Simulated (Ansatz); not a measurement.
Co:

```
Co
1.0
     2.47056    0.00000    0.00000
    -1.23528    2.13957    0.00000
     0.00000    0.00000    8.08823
Co
4
Direct
  0.66667 0.33333 0.75000
  0.00000 0.00000 0.50000
  0.33333 0.66667 0.25000
  0.00000 0.00000 0.00000
```

Alike in all runs: program Ansatz 0.2.0; functional PBE; potentials or basis Ansatz PAW; cutoff 420 eV (not typed: the program's choice for these potentials); k mesh 12 × 12 × 4; occupations fermi-dirac, width 0.05 eV.

Starts and where they ended:

```csv
start,free energy over the lowest (meV/atom),net moment (μB),site or absolute moments (μB),gap
"collinear spin, antiferromagnetic start of up to 2 μB",0.0,-6.61,"Co -1.73, -1.71",none (metal or under the smearing width)
"collinear spin, ferrimagnetic start of up to 2 μB",0.0,6.61,"Co +1.73, +1.71",none (metal or under the smearing width)
"collinear spin, random start of up to 2.21 μB",0.0,6.61,"Co +1.73, +1.71",none (metal or under the smearing width)
"collinear spin, ferromagnetic start of up to 2 μB",0.0,6.61,"Co +1.73, +1.71",none (metal or under the smearing width)
no spin polarisation,201.7,-,-,none (metal or under the smearing width)
```

Allowing spin polarisation gains 202 meV/atom. A still lower state may exist.

Caveats: the starting moments weren't kept (some runs).
